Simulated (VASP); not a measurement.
GaSb: relaxation of the atoms with PBE+D3(BJ)

GaSb:

```
Ga Sb
1.0
     0.00000    3.08637    3.08637
     3.08637    0.00000    3.08637
     3.08637    3.08637    0.00000
Ga Sb
1 1
Direct
  0.00000 0.00000 0.00000
  0.25000 0.25000 0.25000
```

The cell isn't the ideal one: a relaxed cell with its volume scaled by 1.02.

```yaml
Program: VASP 6.6.1
Task: relaxation of the atoms
Functional: PBE
Dispersion: D3(BJ)
Potentials_or_basis: VASP PAW PBE potentials, release 64 (Ga_d, Sb)
Cutoff: 600 eV
k_mesh: 10 × 10 × 10
Occupations: gaussian, width 0.03 eV
Spin: no spin polarisation
Further_INCAR_settings: ALGO = Normal; EDIFF = 1e-07; IBRION = 2; EDIFFG = -0.01; NSW = 40
```

```json
{
  "Pressure after relaxing": "-1.0 GPa",
  "Band gap on the k mesh": "none (metal or under the smearing width)",
  "Dispersion energy per atom": "-0.323 eV"
}
```

Final structure:
```yaml
crystal:
  lattice:
    - [0.00000, 3.08637, 3.08637]
    - [3.08637, 0.00000, 3.08637]
    - [3.08637, 3.08637, 0.00000]
  atoms:
    - { symbol: Ga, position: [0.00000, 0.00000, 0.00000] }
    - { symbol: Sb, position: [0.25000, 0.25000, 0.25000] }
```

Levels at points of the mesh, in eV from the Fermi level:
```csv
k point,band 6,band 7,band 8,band 9,band 10,band 11,band 12,band 13
"(0.00, 0.00, 0.00)",-11.30,-0.16,-0.01,-0.01,-0.01,2.77,2.77,2.77
"(0.50, 0.00, 0.00)",-9.75,-6.24,-1.12,-1.12,0.34,3.74,3.74,6.47
"(0.50, 0.50, 0.00)",-8.96,-6.70,-2.49,-2.49,0.92,1.29,8.50,8.50
```

It took 18 s on 1 thread of Intel(R) Xeon(R) 6975P-C (Granite Rapids), on a shared host, peak memory 0.23 GiB.

Caveat: the relaxation stopped at its first step, so nothing moved; pairwise dispersion overbinds metals, which lowers pressure and volume. The run has no spin-orbit coupling, so splittings on Sb are missing.
